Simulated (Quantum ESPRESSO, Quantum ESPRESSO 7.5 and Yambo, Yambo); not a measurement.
# Sb (buckled honeycomb monolayer): G0W0 with Yambo, start to end

Aim: the G0W0 gap of Sb (buckled honeycomb monolayer) on PBE, step by step.

Program: Quantum ESPRESSO 7.5 and Yambo 5.3.0. Level of theory: PBE and many-body steps on it, plane waves. Results are calculated unless marked as measured.

**The experiments to reproduce.**

- Gap 2.21 eV: optical gap from PL emission peak; photoluminescence, 355 nm excitation; monolayer (antimonene on antimony oxide after hydrogen reduction) (“Ultrathin high-κ antimony oxide single crystals”, 2020, pmc:7237679).

Report form: the programs' logs are mostly left out.

**1. The starting structure**

The cell holds 2 atoms: 2 Sb. Cell: a = 4.127 Å, b = 4.127 Å, c = 14.000 Å, α = 90.0°, β = 90.0°, γ = 120.0°. Vacuum lies along c.

As a file:

```cif
data_structure
_symmetry_space_group_name_H-M 'P 1'
_symmetry_Int_Tables_number 1
_cell_length_a 4.1272
_cell_length_b 4.1272
_cell_length_c 14.0000
_cell_angle_alpha 90.000
_cell_angle_beta 90.000
_cell_angle_gamma 120.000
_cell_volume 206.52
loop_
_atom_site_label
_atom_site_type_symbol
_atom_site_fract_x
_atom_site_fract_y
_atom_site_fract_z
_atom_site_occupancy
Sb1 Sb 0.33333 0.66667 0.44158 1
Sb2 Sb 0.66667 0.33333 0.55842 1
```

The structure was relaxed with PBE. The runs that relaxed it are not among those shown. Spin-orbit coupling is left out unless a step names it.

**2. Ground state**

This step: Quantum ESPRESSO 7.5; DFT, PBE, plane waves, norm-conserving pseudopotentials.

The ground-state density comes first.

The input, pw.in:

```
&control
  calculation = 'scf'
  prefix = 'x'
  outdir = 'o'
  pseudo_dir = 'pseudo'
/
&system
  ibrav = 0
  nat = 2
  ntyp = 1
  ecutwfc = 72.0
  nbnd = 20
  force_symmorphic = .true.
/
&electrons
  conv_thr = 1e-10
  electron_maxstep = 80
  mixing_beta = 0.5
/
ATOMIC_SPECIES
  Sb 121.76 Sb.upf
CELL_PARAMETERS angstrom
  4.1271537147 -0.0000000002 0.0000000000
  -2.0635768572 3.5742199623 0.0000000000
  0.0000000000 0.0000000000 14.0000000000
ATOMIC_POSITIONS crystal
  Sb 0.3333333333 0.6666666667 0.4415839531
  Sb 0.6666666667 0.3333333333 0.5584160469
K_POINTS automatic
  9 9 1 0 0 0
```

On the command line:

```
$ OMP_NUM_THREADS=1 mpirun -n 4 pw.x -nk 4 -in pw.in > pw.out
```

Elapsed: 18 s, on 4 MPI ranks of Arm Neoverse V1, shared host; peak memory 0.53 GiB; 73 s of CPU time.

This step gave:

| Quantity | Value |
| --- | --- |
| total energy | -4949.8039 eV |
| gap | 1.306 eV |
| k of the valence top | 0, 0, 0 |
| k of the conduction bottom | 0, 0.3333, 0 |
| least direct gap | 1.560 eV |

The gap is indirect, with the least direct gap 0.25 eV higher.

**3. Bands along the symmetry lines**

Levels along a band path, at the cheap level, show where the edges lie and whether the meshes to come will hold them.

The input, pw.in:

```
&control
  calculation = 'bands'
  prefix = 'x'
  outdir = 'o'
  pseudo_dir = 'pseudo'
/
&system
  ibrav = 0
  nat = 2
  ntyp = 1
  ecutwfc = 72.0
  nbnd = 21
  force_symmorphic = .true.
/
&electrons
  conv_thr = 1e-9
  electron_maxstep = 80
  diago_full_acc = .true.
  diago_thr_init = 5e-6
/
ATOMIC_SPECIES
  Sb 121.76 Sb.upf
CELL_PARAMETERS angstrom
  4.1271537147 -0.0000000002 0.0000000000
  -2.0635768572 3.5742199623 0.0000000000
  0.0000000000 0.0000000000 14.0000000000
ATOMIC_POSITIONS crystal
  Sb 0.3333333333 0.6666666667 0.4415839531
  Sb 0.6666666667 0.3333333333 0.5584160469
K_POINTS crystal
  25
  0.00000000 0.00000000 0.00000000 1
  0.06250000 0.00000000 0.00000000 1
  0.12500000 0.00000000 0.00000000 1
  0.18750000 0.00000000 0.00000000 1
  0.25000000 0.00000000 0.00000000 1
  0.31250000 0.00000000 0.00000000 1
  0.37500000 0.00000000 0.00000000 1
  0.43750000 0.00000000 0.00000000 1
  0.50000000 0.00000000 0.00000000 1
  0.47916667 0.04166667 0.00000000 1
  0.45833333 0.08333333 0.00000000 1
  0.43750000 0.12500000 0.00000000 1
  0.41666666 0.16666666 0.00000000 1
  0.39583333 0.20833333 0.00000000 1
  0.37500000 0.25000000 0.00000000 1
  0.35416666 0.29166666 0.00000000 1
  0.33333333 0.33333333 0.00000000 1
  0.29166666 0.29166666 0.00000000 1
  0.25000000 0.25000000 0.00000000 1
  0.20833333 0.20833333 0.00000000 1
  0.16666666 0.16666666 0.00000000 1
  0.12500000 0.12500000 0.00000000 1
  0.08333333 0.08333333 0.00000000 1
  0.04166667 0.04166667 0.00000000 1
  0.00000000 0.00000000 0.00000000 1
```

Wall time 13 s (4 MPI ranks); peak memory 0.43 GiB; 53 s of CPU time.

Numbers from this step:

| Property | Result |
| --- | --- |
| gap | 1.289 eV |
| k of the valence top | 0, 0, 0 |
| k of the conduction bottom | 0.3125, 0, 0 |
| least direct gap | 1.560 eV |

The gap is 1.289 eV, −0.017 eV from the run before at this level.

The electronic bands at the labelled points (eV, zero at the top of the highest filled band):

| point | band 12 | band 13 | band 14 | band 15 | band 16 | band 17 | band 18 | band 19 |
| --- | --- | --- | --- | --- | --- | --- | --- | --- |
| Γ | -6.28 | -0.56 | 0.00 | 0.00 | 1.56 | 2.79 | 2.79 | 4.44 |
| halfway | -6.48 | -2.58 | -0.93 | -0.51 | 1.37 | 3.46 | 3.49 | 5.04 |
| M | -7.76 | -2.90 | -1.53 | -1.43 | 1.65 | 2.47 | 3.55 | 5.13 |
| halfway | -7.89 | -3.07 | -2.06 | -1.43 | 2.07 | 2.93 | 3.28 | 5.55 |
| K | -8.45 | -3.47 | -1.76 | -1.76 | 1.54 | 3.59 | 3.59 | 6.65 |
| halfway | -6.61 | -2.59 | -1.82 | -0.49 | 2.20 | 2.74 | 3.75 | 5.25 |
| Γ | -6.28 | -0.56 | 0.00 | 0.00 | 1.56 | 2.79 | 2.79 | 4.44 |

**4. Empty states on the mesh, 6×6×1 mesh, 112 bands**

The sums over transitions need many empty states on a uniform mesh; this step solves for them.

The input, pw.in:

```
&control
  calculation = 'nscf'
  prefix = 'x'
  outdir = 'o'
  pseudo_dir = 'pseudo'
/
&system
  ibrav = 0
  nat = 2
  ntyp = 1
  ecutwfc = 72.0
  nbnd = 112
  force_symmorphic = .true.
/
&electrons
  conv_thr = 1e-9
  electron_maxstep = 80
  diago_full_acc = .true.
  diago_thr_init = 5e-6
/
ATOMIC_SPECIES
  Sb 121.76 Sb.upf
CELL_PARAMETERS angstrom
  4.1271537147 -0.0000000002 0.0000000000
  -2.0635768572 3.5742199623 0.0000000000
  0.0000000000 0.0000000000 14.0000000000
ATOMIC_POSITIONS crystal
  Sb 0.3333333333 0.6666666667 0.4415839531
  Sb 0.6666666667 0.3333333333 0.5584160469
K_POINTS automatic
  6 6 1 0 0 0
```

Run time: 45 s. Hardware: 4 MPI ranks; peak memory 0.84 GiB.

Numbers from this step:

| Property | Result |
| --- | --- |
| gap | 1.306 eV |
| k of the valence top | 0, 0, 0 |
| k of the conduction bottom | 0, 0.3333, 0 |
| least direct gap | 1.560 eV |
| k points computed | 7 |
| lowest point of the top converged band, above the valence top | 34.18 eV |

On this mesh the gap is 1.306 eV.

**5. Conversion and set-up**

This step: Yambo 5.3.0; conversion and set-up on PBE, plane waves, norm-conserving pseudopotentials.

The states are converted to the many-body program's format and the q mesh is built.

On the command line:

```
$ (cd o/x.save; p2y > p2y.log; mv SAVE ../..); yambo > setup.log
```

It took 2.3 s on 1 MPI rank; peak memory 0.26 GiB.

**6. Screening and self-energy, 6×6×1 mesh, 112 bands, screening to 129.3 eV**

Now the one-shot GW correction: screening in the RPA, then the self-energy of the levels asked for.

This step: G0W0 on PBE, plane waves, norm-conserving pseudopotentials.

The input, gw1.in:

```
HF_and_locXC
gw0
dyson
ppa
em1d
rim_cut
rim_w
RandQpts= 3000000
RandGvec= 100 RL
CUTGeo= "slab z"
RandGvecW= 9 RL
EXXRLvcs= 72 Ry
VXCRLvcs= 288 Ry
Chimod= "HARTREE"
% BndsRnXp
 1 | 112 |
%
NGsBlkXp= 9.5 Ry
% LongDrXp
 1 | 1 | 0 |
%
% GbndRnge
 1 | 112 |
%
DysSolver= "n"
ExtendOut
PPAPntXp= 27.21138 eV
% QPkrange
 1 | 7 | 13 | 18 |
%
```

On the command line:

```
$ OMP_NUM_THREADS=1 mpirun -n 4 yambo -F gw1.in -J gw1 -C gw1 > gw1.log
```

Wall time 18 min (4 MPI ranks); peak memory 2.9 GiB.

This step gave:

```
G0W0 gap on the mesh                         : 2.306 eV
starting gap on the mesh                     : 1.306 eV
k of the valence top                         : 0, 0, 0
k of the conduction bottom                   : 0, 0.3333, 0
least direct G0W0 gap on the computed points : 2.690 eV
Z at the valence top                         : 0.7334
Z at the conduction bottom                   : 0.7388
```

The gap on the mesh goes from 1.31 eV to 2.31 eV, a correction of +1.00 eV.

Limits: finite bands, cutoff and mesh; exchange with frozen shells missing; no spin-orbit coupling. v1 is the top filled band, c1 the lowest empty one. The levels before and after the correction (eV, zero at the valence-band top of each column):

|  | conduction bottom | valence top |
| --- | --- | --- |
| Kohn-Sham | 1.31 | 0.00 |
| G0W0 | 2.31 | 0.00 |

|  | level | energy (eV) |
| --- | --- | --- |
| Kohn-Sham | Γ v3 | -0.559 |
| Kohn-Sham | Γ v2-v1 | 0.000 |
| Kohn-Sham | Γ c1 | 1.560 |
| Kohn-Sham | Γ c2-c3 | 2.786 |
| Kohn-Sham | (0 0.333 0) v3 | -2.958 |
| Kohn-Sham | (0 0.333 0) v2 | -1.257 |
| Kohn-Sham | (0 0.333 0) v1 | -0.802 |
| Kohn-Sham | (0 0.333 0) c1 | 1.306 |
| Kohn-Sham | (0 0.333 0) c2 | 3.090 |
| Kohn-Sham | (0 0.333 0) c3 | 3.562 |
| G0W0 | Γ v3 | -0.778 |
| G0W0 | Γ v2-v1 | 0.000 |
| G0W0 | Γ c1 | 2.690 |
| G0W0 | Γ c2-c3 | 3.876 |
| G0W0 | (0 0.333 0) v3 | -3.109 |
| G0W0 | (0 0.333 0) v2 | -1.320 |
| G0W0 | (0 0.333 0) v1 | -0.942 |
| G0W0 | (0 0.333 0) c1 | 2.306 |
| G0W0 | (0 0.333 0) c2 | 4.184 |
| G0W0 | (0 0.333 0) c3 | 4.632 |

**7. Where the time went**

Times are wall times on the hardware named with each run, good to a factor of about two.

| step | time | share | memory (GiB) |
| --- | --- | --- | --- |
| ground state | 18 s | 2 % | 0.53 |
| bands along the symmetry lines | 13 s | 1 % | 0.43 |
| empty states on the mesh | 45 s | 4 % | 0.84 |
| conversion and set-up | 2.3 s | 0 % | 0.26 |
| screening and self-energy | 18 min | 93 % | 2.9 |

**8. Summary of results**

| Quantity | Value |
| --- | --- |
| PBE gap | 1.29 eV, indirect |
| G0W0 gap on the mesh | 2.31 eV |
| GW settings | 6×6×1 mesh, 112 bands, screening to 129.3 eV, Godby-Needs plasmon pole |
| known limits | not at the basis limit; exchange with frozen shells missing; no spin-orbit coupling |

G0W0 moves the gap on the mesh from 1.31 eV to 2.31 eV (+1.00 eV), with Z of 0.73 and 0.74 at the edges. The dearest step here is «screening and self-energy». Against experiment, by G0W0@PBE: the direct gap of 2.69 eV lies +0.48 eV from the measured 2.21 eV (exciton, 2020). An exciton line or allowed optical edge lies below the quasiparticle gap by the binding energy; a forbidden edge can push the onset above it. The computed sheet is free-standing; a substrate or cover screens it further and lowers both gap and binding, while the exciton line moves little. The calculation has static nuclei and no excitons; a measured gap holds zero-point and thermal motion, which mostly lowers it. Bands and cutoff are finite, so the gap is not at the basis limit. The miss can reach some tenths of an eV and take either sign; the mesh is an error of its own. The norm-conserving file of at least one element keeps a d shell over frozen s and p shells of the same row. Exchange with those shells is missing from the self-energy, an error of 0.3 to 0.9 eV in cases checked, whose sign depends on which edge lies on those atoms. The many-body steps are scalar-relativistic: spin-orbit coupling is not in them.

[Paths, hosts, dates, memory and timing lines, banners, echoed tables and standing remarks are left out of the program output.]

[Logs are printed without paths, hosts, clocks, repeated set-up lines and the standing remarks that a program may print on its own settings, such as how far it seeks lower states.]

[Runs of the session that timed out or met a known fault of the program may be left out.]

[Hosts, paths, dates, database ids (printed as entryN), source tags and the programs' standing remarks are cut or masked in the printed files.]
